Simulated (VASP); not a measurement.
**NbP (strained database structure), PBE single-point calculation: VASP's output and Ansatz's**

POSCAR

```
Nb P
 1.0000000000000000
    -1.6691837430000001    1.6691837430000001    5.6340054982999996
     1.6691837430000001   -1.6691837430000001    5.6340054982999996
     1.6691837430000001    1.6691837430000001   -5.6340054982999996
 Nb  P
   2   2
Cartesian
  0.0000000000000001 -0.0000000000000001  8.4535886020130402
  1.6691837430000001 -0.0000000000000001  5.6365858528630426
  0.0000000000000000 -0.0000000000000000  3.7454820863203460
  1.6691837430000001 -0.0000000000000002  0.9284793371703469
```

VASP ran with the recommended PBE PAW datasets (36 valence electrons in the cell).

From OUTCAR

```
k-points           NKPTS =    102   k-points in BZ     NKDIM =    102   number of bands    NBANDS=     26

   NELECT =      36.0000    total number of electrons

   dimension x,y,z NGX =    48 NGY =   48 NGZ =   48
   dimension x,y,z NGXF=    96 NGYF=   96 NGZF=   96

  energy-cutoff  :      520.00
  volume of cell :       62.79
      direct lattice vectors                 reciprocal lattice vectors
    -1.669183743  1.669183743  5.634005498     0.000000000  0.299547609  0.088746807
     1.669183743 -1.669183743  5.634005498     0.299547609  0.000000000  0.088746807
     1.669183743  1.669183743 -5.634005498     0.299547609  0.299547609  0.000000000

 k-points in reciprocal lattice and weights: KPOINTS created by Atomic Simulation Env
   0.00000000  0.00000000  0.00000000       0.001
   0.10000000 -0.00000000  0.00000000       0.008
   0.20000000 -0.00000000  0.00000000       0.008
   0.30000000  0.00000000  0.00000000       0.008
   0.40000000 -0.00000000  0.00000000       0.008
   0.50000000  0.00000000  0.00000000       0.004
   0.10000000  0.10000000  0.00000000       0.008
   0.20000000  0.10000000  0.00000000       0.016
   ...

 E-fermi :  10.9082

 k-point     1 :       0.0000    0.0000    0.0000
  band No.  band energies     occupation
      1     -43.9727      2.00000
      2     -43.9279      2.00000
      3     -20.2681      2.00000
      4     -20.0506      2.00000
      5     -20.0506      2.00000
      6     -19.8970      2.00000
      7     -19.8970      2.00000
      8     -19.8307      2.00000
      9      -1.9542      2.00000
     10       0.5973      2.00000
     11       4.6465      2.00000
     12       7.8379      2.00000
     13       8.5955      2.00000
     14       8.5955      2.00000
     15       8.7380      2.00000
     16       9.2293      2.00000
     17       9.5163      2.00000
     18       9.5163      2.00000
     19      11.6808      0.00000
     20      12.5269      0.00000
     21      13.6873      0.00000
     22      14.0810      0.00000
     23      14.0810      0.00000
     24      14.4486      0.00000
     25      15.0599      0.00000
     26      15.0599      0.00000

 k-point     2 :       0.1000   -0.0000    0.0000
  band No.  band energies     occupation
      1     -43.9701      2.00000
      2     -43.9270      2.00000
      3     -20.2583      2.00000
      4     -20.0783      2.00000
      5     -20.0484      2.00000
      6     -19.9242      2.00000
      7     -19.8940      2.00000
      8     -19.8325      2.00000
      9      -1.8038      2.00000
     10       0.6168      2.00000
     11       4.7373      2.00000
     12       7.6045      2.00000
     13       8.4182      2.00000
     14       8.4848      2.00000
     15       8.8033      2.00000
     16       9.1037      2.00000
     17       9.4573      2.00000
     18       9.6974      2.00000
     19      11.5199      0.00000
     20      12.2690      0.00000
     21      13.3510      0.00000
     22      13.9787      0.00000
     23      14.3616      0.00000
     24      14.4061      0.00000
     25      15.1593      0.00000
     26      15.5324      0.00000

 k-point     3 :       0.2000   -0.0000    0.0000
  band No.  band energies     occupation
      1     -43.9631      2.00000
      2     -43.9248      2.00000
      3     -20.2385      2.00000
      4     -20.1434      2.00000
      5     -20.0428      2.00000
      6     -19.9901      2.00000
      7     -19.8860      2.00000
      8     -19.8428      2.00000
      9      -1.3781      2.00000
     10       0.6601      2.00000
     11       4.9466      2.00000
     12       7.0914      2.00000
     13       7.6426      2.00000
     14       8.2221      2.00000
     15       9.0445      2.00000
     16       9.1861      2.00000
     17       9.2027      2.00000
     18      10.1111      2.00000
     19      11.2859      0.00000
     20      12.0228      0.00000
     21      12.7101      0.00000
     22      13.6305      0.00000
     23      14.2432      0.00000
     24      14.8999      0.00000
     25      15.6663      0.00000
     26      16.4886      0.00000

 ...

  Total        1.0232107      1.0232107      1.6993866      0.0000000      0.0000000      0.0000000
  in kB       26.1089910     26.1089910     43.3627902      0.0000000      0.0000000      0.0000000
  external PRESSURE =      31.8602574 kB  Pullay stress =       0.0000000 kB

 POSITION                                       TOTAL-FORCE (eV/Angst)
 -----------------------------------------------------------------------------------
      0.00000      0.00000      8.45359        -0.000000     -0.000000      0.025357
      0.00000      1.66918      0.00258         0.000000      0.000000      0.025357
      0.00000      0.00000      3.74548        -0.000000     -0.000000     -0.025357
      1.66918      0.00000      0.92848         0.000000      0.000000     -0.025357
 -----------------------------------------------------------------------------------
    total drift:                                0.000000      0.000000     -0.000060

  FREE ENERGIE OF THE ION-ELECTRON SYSTEM (eV)
  ---------------------------------------------------
  free  energy   TOTEN  =       -35.2990322847 eV

  energy  without entropy=      -35.2976033798  energy(sigma->0) =      -35.29831783
```

Datasets and cutoffs are each program's own. VASP's cell holds 36 valence electrons and Ansatz's 36. Ansatz's stress includes a Pulay correction; VASP's doesn't.

Problem. What does Ansatz give for the same cell and level of theory?

Solution. gap between bands v and c -0.10 eV (bands overlap: a metal); least direct gap 0.00 eV; pressure 3.6 GPa; largest force 0.03 eV/Å.

Ansatz printed

```
SCF 1 converged in 6 iterations: F = -10620.047738 eV  dr2 = 1.59e-8
  greatest PAW one-centre occupation: 0.998 electrons in one spin orbital (limit 2), on the Nb atom at site 1 (counted from 0), in its partial waves of l = 0
NSCF: frozen V_eff on 11 k-points
SCF converged after 6 iterations
Free energy (F): -10620.047738 eV
Harris-Foulkes:  -10620.047738 eV  (|F-HF|=3.05e-9)
Internal energy: -10620.046308 eV  (E = F + TS)
E sigma→0 (E₀):  -10620.047023 eV
Entropy (-TS):   -0.001430 eV (-0.357 meV/atom)
Fermi energy:    15.312756 eV
--- Per-component energies (eV) ---
  E_band       = -131.133806
  E_kinetic    = 936.750546
  E_local      = -1695.710816  (includes V_loc(G=0)·N_el)
  E_nonlocal   = 305.022677
  E_hartree    = 552.756109
  E_xc         = -478.536095
  E_vxc        = -553.523444  (∫ρ·V_xc dr)
  E_paw        = -7285.020628  (= ΣΔE_a)
  E_vpaw       = -229.182981  (= ΣTr[D̂ρ^β])
  E_aug_tail   = 0.000023  (compensation charges beyond the density's cutoff)
  E_ewald      = -2955.308124
  E_smearing   = -0.001430  (= −TS)
  E_closure    = 0.000000  (closes the sum)
  Σ components = -10620.047738   (vs F -10620.047738, Δ=0.00e0)
--- Forces (eV/Å), atoms counted from 1 ---
  atom   1  Nb    -0.00000000    -0.00000000     0.02749752
  atom   2  Nb     0.00000000    -0.00000000     0.02749752
  atom   3  P     -0.00000000    -0.00000000    -0.02749606
  atom   4  P      0.00000000    -0.00000000    -0.02749606
  max |Σ_I F_I| component: 2.92e-6 eV/Å
--- Stress (GPa, compression-positive) ---
        3.040097       0.000000      -0.000000
        0.000000       3.040097       0.000000
       -0.000000       0.000000       4.727318
  P = ⅓ Tr σ = 3.6025 GPa (36.025 kbar)
--- Band table (eV; the first three rows and the last of 102) ---
  k-point 0: bands = ["-39.5415", "-39.4969", "-15.8508", "-15.6328", "-15.6328", "-15.4788", "-15.4788", "-15.4130", "2.4584", "5.0049", "9.0556", "12.2423", "12.9993", "12.9993", "13.1431", "13.6325", "13.9209", "13.9209", "16.0854", "16.9315", "18.0929", "18.4854", "18.4854"]
  k-point 1: bands = ["-39.5369", "-39.4946", "-15.8363", "-15.6617", "-15.6536", "-15.5070", "-15.4997", "-15.4112", "2.7316", "5.0874", "9.1940", "11.8167", "12.7302", "12.8725", "12.8781", "13.4750", "14.0434", "14.2180", "15.7353", "16.3377", "18.0128", "18.0938", "18.9782"]
  k-point 2: bands = ["-39.5247", "-39.4889", "-15.8075", "-15.7330", "-15.6968", "-15.5715", "-15.5510", "-15.4171", "3.4472", "5.2245", "9.6987", "10.8879", "11.5596", "12.2811", "12.4344", "13.6144", "14.4754", "14.6501", "15.4832", "15.8990", "17.4470", "18.4874", "19.5143"]
  k-point 101: bands = ["-39.5193", "-39.5193", "-15.6432", "-15.6432", "-15.6360", "-15.6360", "-15.4680", "-15.4680", "3.4902", "3.4902", "11.3002", "11.3002", "12.5197", "12.5197", "12.5586", "12.5586", "14.7481", "14.7481", "16.4784", "16.4784", "17.7228", "17.7228", "19.0755"]
```
